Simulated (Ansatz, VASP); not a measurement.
## Two plane-wave programs on H

```
H
1.0
     2.62348   -2.56690    0.00000
     2.62348    2.56690    0.00000
     0.00000    0.00000    4.14182
H
4
Direct
  0.95330 0.04670 0.06851
  0.45330 0.54670 0.43149
  0.54670 0.45330 0.56851
  0.04670 0.95330 0.93149
```

Alike in both runs: task single point; functional r2SCAN; k mesh 8 × 8 × 6; occupations gaussian, width 0.02 eV; no spin polarisation.

|  | VASP | Ansatz |
| --- | --- | --- |
| version | VASP 6.6.1 | Ansatz 0.2.0 |
| potentials or method | VASP PAW PBE potentials, release 64 (H) | scalar-relativistic, plane waves, PAW |
| plane-wave cutoff (eV) | 520 | 500 |
| valence electrons in the cell | 4 | 4 |

VASP gave:

```
gap on the k mesh at the Fermi level (eV) : 10.10
least direct gap on the mesh (eV)         : 10.71
pressure (GPa)                            : -0.2
rms of the force components (eV/Å)        : 0.015
```

Q: What did Ansatz give for the same quantities?

A: gap on the k mesh at the Fermi level (eV): 10.09; least direct gap on the mesh (eV): 10.70; pressure (GPa): 0.0; rms of the force components (eV/Å): 0.018.

Atom by atom the forces differ by 0.003 eV/Å (rms over components). The functional is the same, so the differences come from potentials, cutoffs and numerics.

Caveats: the PAW data sets were made with another functional, which shifts forces and pressure a little (VASP). r2SCAN opens gaps a little over a GGA but as a rule still falls short of measured ones. A k mesh can miss the band edges.
